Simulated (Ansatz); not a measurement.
BeO:
```
BeO
1.0
    2.66138     0.00000     0.00000
   -1.33069     2.30482     0.00000
    0.00000     0.00000     8.67049
Be O
4 4
Direct
  0.00000   0.00000   0.00076
  0.00000   0.00000   0.50076
  0.66667   0.33333   0.75017
  0.33333   0.66667   0.25017
  0.00000   0.00000   0.81243
  0.00000   0.00000   0.31243
  0.66667   0.33333   0.56227
  0.33333   0.66667   0.06227
```

Relaxed with LDA. Special points in fractions of this cell's reciprocal vectors: Γ (0.000, 0.000, 0.000); M (0.500, 0.000, 0.000); K (0.333, 0.333, 0.000); A (0.000, 0.000, 0.500); L (0.500, 0.000, 0.500); H (0.333, 0.333, 0.500).

Task: List the band energies nearest the valence-band maximum at these points for LDA in the plane-wave PAW code Ansatz.

Result: In eV from the valence-band maximum; about four levels below and three above (degenerate sets whole), none deeper than 8.9 eV; points with the same levels are listed once.

| k | below | above |
|---|---|---|
| Γ | -0.50 -0.50 -0.02 -0.02 0.00 | 7.91 9.91 10.13 |
| M | -1.94 -1.82 -1.22 -0.95 | 7.68 8.46 11.05 |
| K | -2.48 -2.14 -2.14 -1.36 | 9.98 9.98 11.59 11.59 |
| A | -0.17 -0.17 -0.17 -0.17 | 8.62 8.62 11.37 11.37 |
| L | -1.68 -1.68 -1.26 -1.26 | 8.22 8.22 10.89 10.89 |
| H | -1.94 -1.94 -1.85 -1.85 | 9.71 9.71 11.93 11.93 |

Space group P6_3mc. The cell is a constructed one: a structure type filled with these elements. Its sites differ from those of the usual phase in this space group: another stacking or structure type. Symmetry was held in the LDA relaxation; phonons on a q-mesh show no instability.

Potentials: the later of the program's two PAW sets.
